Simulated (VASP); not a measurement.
LiH: band structure with HSE06

Crystal: LiH.

```
Li H
1.0
     0.00000    2.03675    2.03675
     2.03675    0.00000    2.03675
     2.03675    2.03675    0.00000
Li H
1 1
Direct
  0.00000 0.00000 0.00000
  0.50000 0.50000 0.50000
```

```yaml
Program: VASP 6.6.1
Task: band structure
Functional: HSE06
Potentials_or_basis: VASP PAW PBE potentials, release 64 (Li_sv, H)
Cutoff: 520 eV
k_mesh: 8 × 8 × 8
Occupations: gaussian, width 0.02 eV
Spin: no spin polarisation
Ladder: free
Grid_for_exact_exchange_PRECFOCK: Fast
Screening_parameter: 0.2 1/A
Further_INCAR_settings: ALGO = Normal; EDIFF = 1e-07; NBANDS = 9
```

```
Band gap on the k mesh  : 4.01 eV, direct
Band gap along the path : 4.01 eV, direct
```

Levels at the corners of the path, in eV from the valence-band top:
| point | band 1 | band 2 | band 3 | band 4 | band 5 | band 6 |
| --- | --- | --- | --- | --- | --- | --- |
| Γ | -47.34 | -5.88 | 17.32 | 18.99 | 18.99 | 18.99 |
| X | -47.29 | 0.00 | 4.01 | 11.95 | 11.95 | 14.99 |
| X | -47.29 | 0.00 | 4.01 | 11.95 | 11.95 | 14.99 |
| W | -47.29 | -0.22 | 6.35 | 6.35 | 12.78 | 18.77 |
| W | -47.29 | -0.22 | 6.35 | 6.35 | 12.78 | 18.77 |
| K | -47.29 | -0.50 | 5.19 | 8.61 | 13.08 | 17.23 |
| K | -47.29 | -0.50 | 5.19 | 8.61 | 13.08 | 17.23 |
| Γ | -47.34 | -5.88 | 17.32 | 18.99 | 18.99 | 18.99 |
| Γ | -47.34 | -5.88 | 17.32 | 18.99 | 18.99 | 18.99 |
| L | -47.30 | -2.73 | 5.85 | 14.85 | 17.59 | 17.59 |
| L | -47.30 | -2.73 | 5.85 | 14.85 | 17.59 | 17.59 |
| U | -47.29 | -0.50 | 5.19 | 8.61 | 13.08 | 17.23 |
| U | -47.29 | -0.50 | 5.19 | 8.61 | 13.08 | 17.23 |
| W | -47.29 | -0.22 | 6.35 | 6.35 | 12.78 | 18.77 |
| W | -47.29 | -0.22 | 6.35 | 6.35 | 12.78 | 18.77 |
| L | -47.30 | -2.73 | 5.85 | 14.85 | 17.59 | 17.59 |
| L | -47.30 | -2.73 | 5.85 | 14.85 | 17.59 | 17.59 |
| K | -47.29 | -0.50 | 5.19 | 8.61 | 13.08 | 17.23 |
| U | -47.29 | -0.50 | 5.19 | 8.61 | 13.08 | 17.23 |
| X | -47.29 | 0.00 | 4.01 | 11.95 | 11.95 | 14.99 |

It took 3.6 min on 4 MPI ranks on Intel(R) Xeon(R) Platinum 8259CL CPU @ 2.50GHz (Skylake/Cascade Lake), on a shared host, peak memory 0.27 GiB a rank.
